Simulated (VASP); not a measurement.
# Sr: convergence with the smearing and k-mesh, part 3 of 4

Aim: find what the smearing and k-mesh change for Sr, and what they cost. The series runs use LDA. The atoms of the start are displaced at random from the sites of a P6_3/mmc cell.

VASP 6.6.1; LDA; plane waves and PAW (Sr_sv).

So far. Step 11 (Smearing: ISMEAR = 1, SIGMA = 0.5): Against the run before the energy at zero width moves by +2.48 meV an atom and the pressure by +0.01 GPa, after 11 cycles in 18 s. The entropy term T·S comes to 9.79 meV an atom in size. Step 12 (Smearing: ISMEAR = -5): Against the first of the series the energy at zero width moves by +1.44 meV an atom and the pressure by -0.12 GPa, after 12 cycles in 22 s.

The starting crystal is not the ambient structure of Sr (fcc); it is a model or a phase of other conditions.

## (14) K-mesh: 2 2 1

This step: LDA; plane waves and PAW (Sr_sv) (VASP 6.6.1).

The sum over the zone converges with the mesh, fast for insulators and slowly for metals.

INCAR

```
SYSTEM = Sr
PREC = Accurate
ENCUT = 400
EDIFF = 1E-06
NELM = 100
ISMEAR = -1
SIGMA = 0.05
LREAL = .FALSE.
ALGO = Normal
GGA = CA
NBANDS = 16
LORBIT = 11
LWAVE = .FALSE.
LCHARG = .FALSE.
NCORE = 2
ISIF = 2
```

POSCAR

```
Sr
1.0
    4.3100000000      0.0000000000      0.0000000000
   -2.1550000000      3.7325694903      0.0000000000
    0.0000000000      0.0000000000      7.0500000000
Sr
2
Direct
    0.3327760000      0.6660560000      0.2515000000
    0.6800400000      0.3374720000      0.7417400000
```

KPOINTS

```
Automatic mesh
0
Gamma
2 2 1
0 0 0
```

PAW data sets: Sr_sv (PBE family, release 64).

Command:

```sh
> mpirun -np 2 vasp_std
```

Output:

```text
[banner, memory and clock lines left out]
running    2 mpi-ranks, on    1 nodes
 distrk:  each k-point on    2 cores,    1 groups
 distr:  one band on    2 cores,    1 groups

 POSCAR found type information on POSCAR Sr
 POSCAR found :  1 types and       2 ions
 [... a notice as in an earlier step ...]

 LDA part: xc-table for (Slater(with rela. corr.)+CA(PZ))
 , standard interpolation
 POSCAR, INCAR and KPOINTS ok, starting setup
 FFT: planning ... GRIDC
 FFT: planning ... GRID_SOFT
 FFT: planning ... GRID
 WAVECAR not read
 entering main loop
       N       E                     dE             d eps       ncg     rms          rms(c)
DAV:   1     0.924349444587E+02    0.92435E+02   -0.84552E+03   128   0.868E+02
DAV:   2     0.421273388966E+01   -0.88222E+02   -0.87356E+02   168   0.208E+02
DAV:   3    -0.363247247574E+01   -0.78452E+01   -0.78419E+01   256   0.434E+01
DAV:   4    -0.371750271115E+01   -0.85030E-01   -0.85029E-01   176   0.498E+00
DAV:   5    -0.371952670412E+01   -0.20240E-02   -0.20240E-02   216   0.534E-01    0.171E+01
DAV:   6    -0.368831524943E+01    0.31211E-01   -0.16876E-01   160   0.118E+00    0.102E+01
DAV:   7    -0.368189016651E+01    0.64251E-02   -0.19913E-01   192   0.152E+00    0.131E+00
DAV:   8    -0.367235139783E+01    0.95388E-02   -0.92678E-02   152   0.605E-01    0.213E-01
DAV:   9    -0.367247622707E+01   -0.12483E-03   -0.12328E-03   192   0.137E-01    0.831E-02
DAV:  10    -0.367248988555E+01   -0.13658E-04   -0.20075E-04   192   0.542E-02    0.287E-02
DAV:  11    -0.367248623460E+01    0.36510E-05   -0.11886E-05   224   0.211E-02    0.416E-03
DAV:  12    -0.367248612012E+01    0.11448E-06   -0.16543E-06   136   0.370E-03
   1 F= -.36724861E+01 E0= -.36700481E+01  d E =-.487596E-02
```

Run time: 2.8 s. Hardware: 2 MPI ranks of AMD EPYC 7R43, shared host; peak memory 0.2 GiB.

From OUTCAR (step 14):

```text
   k-points           NKPTS =      4   k-points in BZ     NKDIM =      4   number of bands    NBANDS=     16

   NELECT =      20.0000    total number of electrons

 E-fermi :   1.0522

 k-point     1 :       0.0000    0.0000    0.0000
  band No.  band energies     occupation
    ...
      6     -17.2081      2.00000
      7     -17.1847      2.00000
      8     -17.1838      2.00000
      9      -2.3427      2.00000
     10       0.1438      2.00000
     11       1.3280      0.00801
     12       3.3935      0.00000
     13       3.4935      0.00000
     14       3.5164      0.00000
     15       3.8635      0.00000
    ...

  Total       -0.0202526     -0.0540690     -3.2106111      0.0485541     -0.0024834     -0.0066158
  in kB       -0.2860995     -0.7638086    -45.3548769      0.6859019     -0.0350818     -0.0934590
  external PRESSURE =     -15.4682617 kB  Pullay stress =       0.0000000 kB

 POSITION                                       TOTAL-FORCE (eV/Angst)
 -----------------------------------------------------------------------------------
     -0.00109      2.48610      1.77308         0.019289      0.007399     -0.031012
      2.20372      1.25964      5.22927        -0.019289     -0.007399      0.031012
 -----------------------------------------------------------------------------------
    total drift:                                0.000002     -0.000001      0.000001

  FREE ENERGIE OF THE ION-ELECTRON SYSTEM (eV)
  ---------------------------------------------------
  free  energy   TOTEN  =        -3.6724861201 eV

  energy  without entropy=       -3.6676101577  energy(sigma->0) =       -3.67004814

[... 7 parts as in an earlier step ...]

[... 7 further parts left out ...]
```

The gap is read on the k-mesh alone, so it is an upper bound where the band edges lie off the mesh, and a coarse mesh can show a gap where there is none.

Numbers from this step:

```
irreducible k-points                   : 4
free energy (TOTEN)                    : -3.672 eV
energy at zero smearing                : -3.670 eV
Fermi energy                           : 1.052 eV
pressure                               : -1.547 GPa
metallic, judged on the points sampled : no
valence top at k                       : 0.5, 0.5, 0
conduction bottom at k                 : 0.5, 0.5, 0
least direct gap at k                  : 0.5, 0.5, 0
gap on the k-mesh                      : 0.5199 eV
least direct gap on the k-mesh         : 0.5199 eV
```

The series starts at -1.8350 eV an atom and -1.55 GPa, after 12 cycles in 2.8 s.

## (15) K-mesh: 3 3 2

INCAR, as its differences from that of step 14:

```diff
@@ -14,3 +14,3 @@
 LCHARG = .FALSE.
-NCORE = 2
+KPAR = 2
 ISIF = 2
```

POSCAR is that of step 14.

KPOINTS

```
Automatic mesh
0
Gamma
3 3 2
0 0 0
```

Command:

```sh
> mpirun -np 2 vasp_std
```

Output:

```text
[... set-up lines as in an earlier step ...]
 entering main loop
       N       E                     dE             d eps       ncg     rms          rms(c)
DAV:   1     0.926438498068E+02    0.92644E+02   -0.84793E+03   320   0.855E+02
DAV:   2     0.408302182957E+01   -0.88561E+02   -0.87538E+02   424   0.216E+02
DAV:   3    -0.346297376625E+01   -0.75460E+01   -0.75206E+01   624   0.421E+01
DAV:   4    -0.356064955666E+01   -0.97676E-01   -0.97255E-01   408   0.521E+00
[...]
DAV:  10    -0.354877988211E+01   -0.14962E-04   -0.15045E-05   416   0.134E-02    0.252E-02
DAV:  11    -0.354878182988E+01   -0.19478E-05   -0.21000E-06   272   0.136E-02    0.130E-03
DAV:  12    -0.354878187407E+01   -0.44191E-07   -0.90260E-08   256   0.258E-03
   1 F= -.35487819E+01 E0= -.35165677E+01  d E =-.644284E-01
```

Run time: 5.8 s. Hardware: 2 MPI ranks; peak memory 0.24 GiB.

From OUTCAR (step 15):

```text
  Total       -1.1981558     -1.2139919     -0.9601512      0.0226136     -0.0005413     -0.0006261
  in kB      -16.9258146    -17.1495240    -13.5636290      0.3194517     -0.0076464     -0.0088448
  external PRESSURE =     -15.8796559 kB  Pullay stress =       0.0000000 kB

 POSITION                                       TOTAL-FORCE (eV/Angst)
 -----------------------------------------------------------------------------------
     -0.00109      2.48610      1.77308         0.014015      0.005441     -0.036154
      2.20372      1.25964      5.22927        -0.014015     -0.005441      0.036154
 -----------------------------------------------------------------------------------
    total drift:                                0.000002     -0.000001      0.000001

  FREE ENERGIE OF THE ION-ELECTRON SYSTEM (eV)
  ---------------------------------------------------
  free  energy   TOTEN  =        -3.5487818741 eV

  energy  without entropy=       -3.4843534296  energy(sigma->0) =       -3.51656765

[... 1 part as in an earlier step ...]

[... 2 further parts left out ...]
[key lines of the parts left out:]
E-fermi :   1.3210
```

Against the run before the energy moves by +76.74 meV an atom and the pressure by -0.04 GPa, after 12 cycles in 5.8 s.

## (16) K-mesh: 4 4 2

INCAR is that of step 15.

POSCAR is that of step 15.

KPOINTS

```
Automatic mesh
0
Gamma
4 4 2
0 0 0
```

Command:

```sh
> mpirun -np 2 vasp_std
```

Output:

```text
[... set-up lines as in an earlier step ...]
 entering main loop
       N       E                     dE             d eps       ncg     rms          rms(c)
DAV:   1     0.878685630633E+02    0.87869E+02   -0.83918E+03   648   0.860E+02
DAV:   2     0.376059322093E+01   -0.84108E+02   -0.83113E+02   816   0.207E+02
DAV:   3    -0.370613811596E+01   -0.74667E+01   -0.74494E+01  1248   0.423E+01
DAV:   4    -0.381215869482E+01   -0.10602E+00   -0.10601E+00   784   0.517E+00
[...]
DAV:   9    -0.380152730515E+01   -0.61365E-04   -0.10712E-04  1016   0.520E-02    0.445E-02
DAV:  10    -0.380153823143E+01   -0.10926E-04   -0.13135E-05   864   0.159E-02    0.138E-02
DAV:  11    -0.380153825448E+01   -0.23056E-07   -0.16810E-06   608   0.107E-02
   1 F= -.38015383E+01 E0= -.37848924E+01  d E =-.332918E-01
```

The job ended after 9.4 s (2 MPI ranks; peak memory 0.25 GiB; 17 s of CPU time).

Parts of OUTCAR (step 16):

```text
  Total       -1.3180039     -1.3416546     -0.6148482      0.0335282     -0.0018748     -0.0048470
  in kB      -18.6188558    -18.9529584     -8.6856881      0.4736384     -0.0264847     -0.0684708
  external PRESSURE =     -15.4191674 kB  Pullay stress =       0.0000000 kB

 POSITION                                       TOTAL-FORCE (eV/Angst)
 -----------------------------------------------------------------------------------
     -0.00109      2.48610      1.77308         0.013103      0.005169     -0.079249
      2.20372      1.25964      5.22927        -0.013103     -0.005169      0.079249
 -----------------------------------------------------------------------------------
    total drift:                                0.000002     -0.000001      0.000001

  FREE ENERGIE OF THE ION-ELECTRON SYSTEM (eV)
  ---------------------------------------------------
  free  energy   TOTEN  =        -3.8015382545 eV

  energy  without entropy=       -3.7682465037  energy(sigma->0) =       -3.78489238

[... 1 part as in an earlier step ...]

[... 2 further parts left out ...]
[key lines of the parts left out:]
E-fermi :   1.3276
```

Against the run before the energy moves by -134.16 meV an atom and the pressure by +0.05 GPa, after 11 cycles in 9.4 s.

## (17) K-mesh: 5 5 3

INCAR is that of step 16.

POSCAR is that of step 16.

KPOINTS

```
Automatic mesh
0
Gamma
5 5 3
0 0 0
```

Command:

```sh
> mpirun -np 2 vasp_std
```

Output:

```text
[... set-up lines as in an earlier step ...]
 entering main loop
       N       E                     dE             d eps       ncg     rms          rms(c)
DAV:   1     0.925913654804E+02    0.92591E+02   -0.84856E+03  1224   0.865E+02
DAV:   2     0.408050785837E+01   -0.88511E+02   -0.87248E+02  1576   0.211E+02
DAV:   3    -0.369795567605E+01   -0.77785E+01   -0.77638E+01  2384   0.432E+01
DAV:   4    -0.380829703607E+01   -0.11034E+00   -0.11019E+00  1544   0.551E+00
[...]
DAV:   9    -0.379301589328E+01   -0.68243E-04   -0.13057E-04  2288   0.589E-02    0.339E-02
DAV:  10    -0.379302638091E+01   -0.10488E-04   -0.14992E-05  1344   0.200E-02    0.888E-03
DAV:  11    -0.379302618176E+01    0.19915E-06   -0.13619E-06  1240   0.841E-03
   1 F= -.37930262E+01 E0= -.37809544E+01  d E =-.241436E-01
```

It took 24 s on 2 MPI ranks; peak memory 0.29 GiB.

From OUTCAR (step 17):

```text
  Total       -1.0501560     -1.0772958     -1.2082052      0.0386146     -0.0019822     -0.0051172
  in kB      -14.8350871    -15.2184789    -17.0677776      0.5454911     -0.0280014     -0.0722880
  external PRESSURE =     -15.7071146 kB  Pullay stress =       0.0000000 kB

 POSITION                                       TOTAL-FORCE (eV/Angst)
 -----------------------------------------------------------------------------------
     -0.00109      2.48610      1.77308         0.014471      0.005628     -0.058346
      2.20372      1.25964      5.22927        -0.014471     -0.005628      0.058346
 -----------------------------------------------------------------------------------
    total drift:                                0.000002     -0.000001      0.000001

  FREE ENERGIE OF THE ION-ELECTRON SYSTEM (eV)
  ---------------------------------------------------
  free  energy   TOTEN  =        -3.7930261818 eV

  energy  without entropy=       -3.7688825648  energy(sigma->0) =       -3.78095437

[... 2 parts as in an earlier step ...]

[... 1 further part left out ...]
[key lines of the parts left out:]
E-fermi :   1.2955
```

Against the run before the energy moves by +1.97 meV an atom and the pressure by -0.03 GPa, after 11 cycles in 24 s.

## (18) K-mesh: 7 7 4

INCAR is that of step 17.

POSCAR is that of step 17.

KPOINTS

```
Automatic mesh
0
Gamma
7 7 4
0 0 0
```

Command:

```sh
> mpirun -np 2 vasp_std
```

Output:

```text
[... set-up lines as in an earlier step ...]
 entering main loop
       N       E                     dE             d eps       ncg     rms          rms(c)
DAV:   1     0.950136999950E+02    0.95014E+02   -0.83921E+03  3168   0.860E+02
DAV:   2     0.416495073425E+01   -0.90849E+02   -0.89750E+02  4120   0.213E+02
DAV:   3    -0.365457551527E+01   -0.78195E+01   -0.78011E+01  6048   0.436E+01
DAV:   4    -0.380045886535E+01   -0.14588E+00   -0.14582E+00  4120   0.582E+00
[...]
DAV:   9    -0.378859962014E+01   -0.66508E-04   -0.12563E-04  5904   0.552E-02    0.432E-02
DAV:  10    -0.378861090334E+01   -0.11283E-04   -0.16939E-05  3360   0.167E-02    0.188E-02
DAV:  11    -0.378861083712E+01    0.66224E-07   -0.22967E-06  3320   0.118E-02
   1 F= -.37886108E+01 E0= -.37741360E+01  d E =-.289497E-01
```

Elapsed: 61 s, on 2 MPI ranks; peak memory 0.38 GiB.

OUTCAR, selected parts (step 18):

```text
  Total       -1.1579384     -1.1841303     -0.9658084      0.0373121     -0.0019049     -0.0050015
  in kB      -16.3576815    -16.7276835    -13.6435462      0.5270916     -0.0269096     -0.0706536
  external PRESSURE =     -15.5763037 kB  Pullay stress =       0.0000000 kB

 POSITION                                       TOTAL-FORCE (eV/Angst)
 -----------------------------------------------------------------------------------
     -0.00109      2.48610      1.77308         0.014078      0.005486     -0.069749
      2.20372      1.25964      5.22927        -0.014078     -0.005486      0.069749
 -----------------------------------------------------------------------------------
    total drift:                                0.000002     -0.000001      0.000001

  FREE ENERGIE OF THE ION-ELECTRON SYSTEM (eV)
  ---------------------------------------------------
  free  energy   TOTEN  =        -3.7886108371 eV

  energy  without entropy=       -3.7596611645  energy(sigma->0) =       -3.77413600

[... 1 part as in an earlier step ...]

[... 2 further parts left out ...]
[key lines of the parts left out:]
E-fermi :   1.3164
```

Against the run before the energy moves by +3.41 meV an atom and the pressure by +0.01 GPa, after 11 cycles in 61 s.

## (19) K-mesh: 9 9 5

INCAR is that of step 18.

POSCAR is that of step 18.

KPOINTS

```
Automatic mesh
0
Gamma
9 9 5
0 0 0
```

Command:

```sh
> mpirun -np 2 vasp_std
```

Output:

```text
[... set-up lines as in an earlier step ...]
 entering main loop
       N       E                     dE             d eps       ncg     rms          rms(c)
DAV:   1     0.924181551740E+02    0.92418E+02   -0.84629E+03  6640   0.860E+02
DAV:   2     0.403270753805E+01   -0.88385E+02   -0.87227E+02  8568   0.210E+02
DAV:   3    -0.366773797841E+01   -0.77004E+01   -0.76815E+01 12464   0.429E+01
DAV:   4    -0.380018606762E+01   -0.13245E+00   -0.13239E+00  8432   0.556E+00
[...]
DAV:   9    -0.378699314328E+01   -0.67999E-04   -0.12702E-04 12312   0.575E-02    0.452E-02
DAV:  10    -0.378700412339E+01   -0.10980E-04   -0.18769E-05  6936   0.165E-02    0.222E-02
DAV:  11    -0.378700405489E+01    0.68500E-07   -0.26996E-06  6872   0.123E-02
   1 F= -.37870041E+01 E0= -.37757679E+01  d E =-.224723E-01
```

Elapsed: 98 s, on 2 MPI ranks; peak memory 0.56 GiB; 3.2 min of CPU time.

(Continued in part 4 of 4.)

[Lines on the potential files, build, host, timing and source positions are cut from VASP's logs without a mark.]

[Logs are printed without paths, hosts, clocks, repeated set-up lines and the standing remarks that a program may print on its own settings, such as how far it seeks lower states.]

[Hosts, paths, dates, database ids (printed as entryN), source tags and the programs' standing remarks are cut or masked in the printed files.]

[A measured line is paired with the nearest computed mode of its activity, which favours agreement.]

[In band tables of VASP the shares of atoms and orbitals are scaled to a sum of 1 inside the atoms' spheres.]
